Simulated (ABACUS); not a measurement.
Set up this calculation in ABACUS 3.10.1, as the native input.

```
Task                                          : band structure
Functional                                    : WC
Potentials or basis                           : Ansatz NC PBE
Cutoff                                        : 1143 eV
Density cutoff                                : 4572 eV
Basis                                         : plane waves
Occupations                                   : fermi-dirac, width 0.05 eV
Spin                                          : no spin polarisation
Radial cutoff of the potentials (pseudo_rcut) : 7 bohr
Threshold of the eigensolver                  : 1e-07 Ry
Density                                       : read from an earlier self-consistent run
Path                                          : G-X-W-K-G-L-U-W-L-K, U-X
Points for each segment of the path           : 10
SCF threshold on the density                  : 1e-08
Max SCF steps                                 : 100
Eigensolver                                   : dav
Mixing                                        : broyden
Mixing share                                  : 0.7
Symmetry key                                  : -1
Bands                                         : 19
```

The system is Pt.

```
Pt
1.0
     0.00000    1.96090    1.96090
     1.96090    0.00000    1.96090
     1.96090    1.96090    0.00000
Pt
1
Direct
  0.00000 0.00000 0.00000
```

One way to write it, as run:

INPUT

```
INPUT_PARAMETERS
suffix              Pt
calculation         nscf
basis_type          pw
pseudo_dir          ./
symmetry            -1
dft_functional      wc
ecutwfc             84.0
pseudo_rcut         7
nspin               1
nbands              19
ks_solver           dav
smearing_method     fd
smearing_sigma      0.00367493
scf_thr             1e-08
scf_nmax            100
mixing_type         broyden
mixing_beta         0.7
init_chg            file
pw_diag_thr         1e-07
out_band            1
kpar                4
```

STRU

```
ATOMIC_SPECIES
Pt 195.0840 Pt.upf

LATTICE_CONSTANT
1.8897261246

LATTICE_VECTORS
0.0000000000 1.9609000000 1.9609000000
1.9609000000 0.0000000000 1.9609000000
1.9609000000 1.9609000000 0.0000000000

ATOMIC_POSITIONS
Direct

Pt
0.0
1
0.0000000000 0.0000000000 0.0000000000 1 1 1
```

KPT

```
K_POINTS
12
Line
0.00000000 0.00000000 0.00000000 10 // G
0.50000000 0.00000000 0.50000000 10 // X
0.50000000 0.25000000 0.75000000 10 // W
0.37500000 0.37500000 0.75000000 10 // K
0.00000000 0.00000000 0.00000000 10 // G
0.50000000 0.50000000 0.50000000 10 // L
0.62500000 0.25000000 0.62500000 10 // U
0.50000000 0.25000000 0.75000000 10 // W
0.50000000 0.50000000 0.50000000 10 // L
0.37500000 0.37500000 0.75000000 1 // K
0.62500000 0.25000000 0.62500000 10 // U
0.50000000 0.00000000 0.50000000 1 // X
```

Potentials or basis: Ansatz NC PBE, plane waves.

The run is started by

```sh
$ OMP_NUM_THREADS=1 mpirun -np 4 abacus > log
```

Wall time 1.9 s on 4 MPI ranks on Intel(R) Xeon(R) 6975P-C (Granite Rapids) (shared host), peak memory 0.36 GiB a rank.
